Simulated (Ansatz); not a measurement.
Runs of Ansatz 0.2.0 on Ge. The structure is orthorhombic, space group Fmmm (No. 69). The conventional cell has a = 5.261 Å, b = 5.771 Å, c = 10.231 Å, α = 90.00°, β = 90.00°, γ = 90.00°. Around Ge (site symmetry m2m) lie 5 Ge at 2.61 to 2.73 Å. Around Ge (site symmetry mm2) lie 6 Ge at 2.71 to 2.96 Å. This isn't the form of Ge at room conditions, which is diamond.

| task | level | cell | k mesh | points for each segment of the path | mesh quality | gap on the mesh (eV) | pressure (GPa) | relaxed volume (Å³/atom) | largest force (eV/Å) |
| --- | --- | --- | --- | --- | --- | --- | --- | --- | --- |
| single point | PBE0 | as given | 6 × 6 × 6 | - | not flagged | none | -2.8 | - | 0.16 |
| band structure | HSE06 | as given | 6 × 6 × 6 | 4 | not flagged | none | (b) | - | 0.08 |
| relaxation of cell and atoms | HSE06 | relaxed | 4 × 4 × 4 | - | coarse | none | 0.0 | (a) | - |
| relaxation of cell and atoms | PBE0 | relaxed | 4 × 4 × 4 | - | coarse | none | 0.0 | 18.62 | - |

Alike in all rows: potentials or basis Ansatz PAW; no spin polarisation; cutoff (eV) 420; smearing fermi-dirac 0.05 eV.

Problem. Fill in the values left out.

Solution. (a) 18.72; (b) -2.5.

Caveats: some runs use coarse meshes; the PAW data sets come from PBE, with cores solved anew for the run's functional, which leaves a small shift of forces and pressure; the thresholds are loose for stress (some runs); the plane-wave basis is chosen anew once the cell has moved, so the energies of steps on either side of that aren't comparable (some runs).

A k mesh can miss the band edges, and the runs leave out spin-orbit coupling on Ge.

A gap of «none» marks a metal or a gap under the smearing width.
